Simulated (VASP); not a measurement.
MoP:

```
Mo P
1.0
     3.22300    0.00000    0.00000
    -1.61150    2.79120    0.00000
     0.00000    0.00000    3.19100
Mo P
1 1
Direct
  0.00000 0.00000 0.00000
  0.33333 0.66667 0.50000
```

| Quantity | Value |
| --- | --- |
| Program | VASP 6.6.1 |
| Task | relaxation of cell and atoms |
| Functional | PBEsol |
| Potentials or basis | VASP PAW PBE potentials, release 64 (Mo_sv, P) |
| Cutoff | 600 eV |
| k mesh | 10 × 10 × 8 |
| Occupations | fermi-dirac, width 0.005 eV |
| Spin | no spin polarisation |

At the start: pressure -3.6 GPa; volume 14.35 Å³/atom.

**Question.** Where does the relaxation end?

**Answer.** Over 3 steps the energy falls by 2.4 meV/atom and the volume is 14.14 Å³/atom (-1.5 %); space group P-6m2 (No. 187, to 0.05 Å).

The path:
```csv
step,energy change (eV),largest force (eV/Å),pressure (GPa),volume (Å³)
1,0.0000,0.0000,-3.56,28.71
2,0.0166,0.0000,8.12,27.40
3,-0.0049,0.0000,-0.03,28.28
```

Final structure:
```cif
data_structure
_symmetry_space_group_name_H-M 'P 1'
_symmetry_Int_Tables_number 1
_cell_length_a 3.2069
_cell_length_b 3.2069
_cell_length_c 3.1751
_cell_angle_alpha 90.000
_cell_angle_beta 90.000
_cell_angle_gamma 120.000
_cell_volume 28.28
loop_
_atom_site_label
_atom_site_type_symbol
_atom_site_fract_x
_atom_site_fract_y
_atom_site_fract_z
_atom_site_occupancy
Mo1 Mo 0.00000 0.00000 0.00000 1
P1 P 0.33333 0.66667 0.50000 1
```

Caveat: the PAW data sets were made with another functional, which shifts forces and pressure a little.
